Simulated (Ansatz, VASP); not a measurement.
# TiB4 in VASP and in Ansatz

INCAR

```
SYSTEM = TiB4
ALGO = Normal
EDIFF = 1E-7
ENCUT = 520
GGA = PE
ISIF = 2
ISMEAR = 0
LASPH = .True.
LCHARG = .True.
LELF = .True.
LREAL = .False.
LVHAR = .True.
LWAVE = .False.
NBANDS = 35
NELM = 100
PREC = Accurate
SIGMA = 0.2
```

The input KPOINTS:

```
k-points
0
Gamma
  8 6 2
  0 0 0
```

POSCAR

```
TiB4
1.0
    3.0158438208      0.0000000000      0.0000000000
    0.0000000000      3.1997312474      0.0000000000
    0.0000000000      0.0000000000     10.2116939801
Ti B
2 8
Direct
    1.0000000000      0.5000000000      0.0000000000
    0.0000000000      0.5000000000      0.5000000000
    0.5000000000      0.0000000000      0.4129313588
    0.5000000000      0.0000000000      0.9129313588
    1.0000000000      0.0000000000      0.1688681132
    0.0000000000      1.0000000000      0.6688681132
    0.0000000000      0.0000000000      0.3311318868
    0.0000000000      0.0000000000      0.8311318868
    0.5000000000      0.0000000000      0.0870686412
    0.5000000000      0.0000000000      0.5870686412
```

Input for Ansatz:

```yaml
crystal:
  lattice:
    - [3.0158438208, 0.0, 0.0]
    - [0.0, 3.1997312474, 0.0]
    - [0.0, 0.0, 10.2116939801]
  atoms:
    - { symbol: Ti, position: [1.0, 0.5, 0.0] }
    - { symbol: Ti, position: [0.0, 0.5, 0.5] }
    - { symbol: B, position: [0.5, 0.0, 0.4129313588] }
    - { symbol: B, position: [0.5, 0.0, 0.9129313588] }
    - { symbol: B, position: [1.0, 0.0, 0.1688681132] }
    - { symbol: B, position: [0.0, 1.0, 0.6688681132] }
    - { symbol: B, position: [0.0, 0.0, 0.3311318868] }
    - { symbol: B, position: [0.0, 0.0, 0.8311318868] }
    - { symbol: B, position: [0.5, 0.0, 0.0870686412] }
    - { symbol: B, position: [0.5, 0.0, 0.5870686412] }
basis:
  ecutwfc: 420
kpoints:
  mp_grid: { grid: [8, 6, 2] }
hamiltonian:
  xc: pbe
scf:
  occupations: { method: gaussian, width: 0.2 }
  lower_state_search: "off"
output:
  forces: true
  stress: true
  eigenvalues: true
```

Alike in both runs: task single point; functional PBE; k mesh 8 × 6 × 2; occupations gaussian, width 0.2 eV; no spin polarisation.

|  | VASP | Ansatz |
| --- | --- | --- |
| version | VASP 6.6.1 | Ansatz 0.2.0 |
| potentials or method | VASP PAW PBE potentials, release 64 (Ti_sv, B) | scalar-relativistic, plane waves, PAW |
| plane-wave cutoff (eV) | 520 | 420 |
| valence electrons in the cell | 48 | 48 |

|  | VASP | Ansatz | Ansatz less VASP |
| --- | --- | --- | --- |
| gap on the k mesh at the Fermi level (eV) | none | none | - |
| pressure (GPa) | 0.1 | 0.0 | -0.08 |
| largest component of the traceless stress (GPa) | 0.78 | 0.79 | +0.008 |
| rms of the force components (eV/Å) | 0.011 | 0.013 | +0.0020 |

Atom by atom the forces differ by 0.003 eV/Å (rms over components). A gap of «none» marks a metal or a gap that the smearing closes. With one functional, cell and mesh, what is left measures potentials, basis and numerics.
